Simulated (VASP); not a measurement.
Set up this calculation in VASP 6.6.1, as the native input.

- Task: relaxation of cell and atoms
- Functional: r2SCAN
- Dispersion: D4
- Potentials or basis: VASP PAW PBE potentials, release 64 (Ga_d, N)
- Cutoff: 600 eV
- k mesh: 10 × 10 × 10
- Occupations: gaussian, width 0.05 eV
- Spin: no spin polarisation
- Further INCAR settings: ALGO = Normal; EDIFF = 1e-07; IBRION = 2; EDIFFG = -0.005; NSW = 40; ISIF = 3

The structure of GaN lies in POSCAR:

```
GaN
1.0
    0.0000000000      2.2535006075      2.2535006075
    2.2535006075      0.0000000000      2.2535006075
    2.2535006075      2.2535006075      0.0000000000
Ga N
1 1
Direct
    0.0000000000      0.0000000000      0.0000000000
    0.2500000000      0.2500000000      0.2500000000
```

The cell is a database's computed one.

The input as run:

INCAR

```
  PREC = Accurate
  ENCUT = 600
  EDIFF = 1E-7
  ISMEAR = 0
  SIGMA = 0.05
  LREAL = False
  LASPH = True
  NELM = 60
  ALGO = Normal
  ISIF = 3
  LWAVE = False
  LCHARG = False
  METAGGA = R2SCAN
  LMIXTAU = True
  IVDW = 13
  VDW_S6 = 1.0
  VDW_S8 = 0.6018749
  VDW_A1 = 0.51559235
  VDW_A2 = 5.77342911
  IBRION = 2
  NSW = 40
  EDIFFG = -0.005
```

KPOINTS

```
regular mesh
0
Gamma
  10 10 10
```

Potentials or basis: VASP PAW PBE potentials, release 64 (Ga_d, N).

Launch:

```sh
$ cat potpaw_PBE.64/Ga_d/POTCAR potpaw_PBE.64/N/POTCAR > POTCAR
$ mpirun -np 1 vasp_std > vasp.out
```

It gave:

| Property | Result |
| --- | --- |
| Relaxed volume | 11.33 Å³/atom |
| Relaxed cell | a = 3.176 Å, b = 3.176 Å, c = 3.176 Å, α = 60.00°, β = 60.00°, γ = 60.00° |
| Space group after relaxing (to 0.05 Å) | F-43m (No. 216) |
| Energy gained by relaxing | 0.8 meV/atom |
| Ionic steps | 3 |
| Pressure after relaxing | 0.1 GPa |
| Band gap on the k mesh | 2.19 eV, direct |
| Dispersion energy per atom | -0.147 eV |

Caveat: the PAW data sets were made with another functional, which shifts forces and pressure a little.

Run time: 3.1 min on 1 thread of Intel(R) Xeon(R) Platinum 8488C (Sapphire Rapids), with other jobs on the host, peak memory 0.18 GiB.
